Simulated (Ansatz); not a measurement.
The system is Sn.

```
CELL_PARAMETERS angstrom
-2.94014 2.94014 1.59930
2.94014 -2.94014 1.59930
2.94014 2.94014 -1.59930
ATOMIC_POSITIONS crystal
Sn 0.00000 0.00000 0.00000
Sn 0.75000 0.25000 0.50000
```

```yaml
Program: Ansatz 0.2.0
Task: relaxation of cell and atoms
Functional: BLYP
Dispersion: D4
Potentials_or_basis: all-electron LAPW, scalar-relativistic
Basis_error_allowed: 0.001 eV/atom
k_mesh: 9 × 9 × 9
Occupations: fermi-dirac, width 0.05 eV
Spin: no spin polarisation
```

At the start: volume 27.65 Å³/atom.

Question: Where does the relaxation end?

Answer: Over 4 steps the energy falls by 3.2 meV/atom and the volume is 28.41 Å³/atom (+2.8 %); space group I4_1/amd (No. 141, to 0.05 Å).

Step by step:
| step | energy change (eV) | largest force (eV/Å) | volume (Å³) |
| --- | --- | --- | --- |
| 1 | 0.0000 | 0.0000 | 55.30 |
| 2 | -0.0057 | 0.0000 | 57.31 |
| 3 | -0.0063 | 0.0000 | 56.83 |
| 4 | -0.0063 | 0.0000 | 56.83 |

Final structure:
```cif
data_structure
_symmetry_space_group_name_H-M 'P 1'
_symmetry_Int_Tables_number 1
_cell_length_a 4.4991
_cell_length_b 4.4991
_cell_length_c 4.4991
_cell_angle_alpha 97.356
_cell_angle_beta 97.356
_cell_angle_gamma 138.066
_cell_volume 56.83
loop_
_atom_site_label
_atom_site_type_symbol
_atom_site_fract_x
_atom_site_fract_y
_atom_site_fract_z
_atom_site_occupancy
Sn1 Sn 0.00000 0.00000 0.00000 1
Sn2 Sn 0.75000 0.25000 0.50000 1
```
